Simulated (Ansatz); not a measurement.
FePt (Tetraferroplatinum):

```xyz
2
Lattice="2.7235 0.0000 0.0000 0.0000 2.7235 0.0000 0.0000 0.0000 3.7200" Properties=species:S:1:pos:R:3 pbc="T T T"
Pt    1.3618    1.3618    1.8600
Fe    0.0000    0.0000    0.0000
```

Base run:

- Program: Ansatz 0.2.0
- Functional: PBE
- Potentials or basis: Ansatz PAW
- Cutoff: 420 eV (not typed: the program's choice for these potentials)
- k mesh: 10 × 10 × 7
- Occupations: fermi-dirac, width 0.05 eV
- Spin: collinear spin, ferromagnetic start
- Starting moments: [0.0, 3.0] μB

Its results: band gap on the k mesh none (metal or under the smearing width); pressure 3.4 GPa; net moment 3.28 μB per cell; site moments Pt +0.39; Fe +2.95 μB.

**Question.** After a change of settings the same cell gave: band gap on the k mesh none (metal or under the smearing width); pressure -6.0 GPa; net moment 3.28 μB per cell; site moments Pt +0.39; Fe +2.94 μB. Which change was it?
A. functional from PBE to PBEsol
B. functional from PBE to LDA
C. functional from PBE to RPBE
D. occupations from fermi-dirac, width 0.05 eV to gaussian, width 0.011 eV

**Answer.** A.

PBEsol binds more tightly than PBE, so the same cell stands under less pressure.

Caveats: spin-orbit coupling is left out, which moves the levels of the heavy elements; the PAW data sets come from PBE, with cores solved anew for the run's functional, which leaves a small shift of forces and pressure (some runs).
